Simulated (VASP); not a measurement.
Si: equation of state with r2SCAN

Si:

```
Si
1.0
    -1.65781    1.65781    1.28054
     1.65781   -1.65781    1.28054
     1.65781    1.65781   -1.28054
Si
1
Cartesian
  0.0000 0.0000 0.0000
```

This isn't the form of Si at room conditions, which is diamond.

* Program: VASP 6.6.1
* Task: equation of state
* Functional: r2SCAN
* Potentials or basis: VASP PAW PBE potentials, release 64 (Si)
* Cutoff: 520 eV
* k mesh: 12 × 12 × 12
* Occupations: fermi-dirac, width 0.05 eV
* Spin: no spin polarisation
* Ladder: gaps
* Further INCAR settings: ALGO = Normal; EDIFF = 1e-06

```yaml
Equilibrium_volume: 14.08 Å³/atom
Bulk_modulus_at_fixed_shape_and_positions: 95 GPa
Pressure_derivative_of_the_bulk_modulus: "5.2 (rough: it moves with the points fitted)"
```

Energy against volume, from the lowest point:
| volume (Å³/atom) | energy (meV/atom) |
| --- | --- |
| 13.514 | 7.25 |
| 13.796 | 1.73 |
| 14.077 | 0.00 |
| 14.359 | 1.63 |
| 14.640 | 6.22 |

All runs of the series together: 3.4 min on 1 thread of AMD EPYC 9R45 96-Core Processor (Zen 5), with other jobs on the host.

Caveat: the cell was scaled at fixed shape and fractional positions, which overstates the stiffness of a crystal with free parameters, most of all of layers and chains; the PAW data sets were made with another functional, which shifts forces and pressure a little.
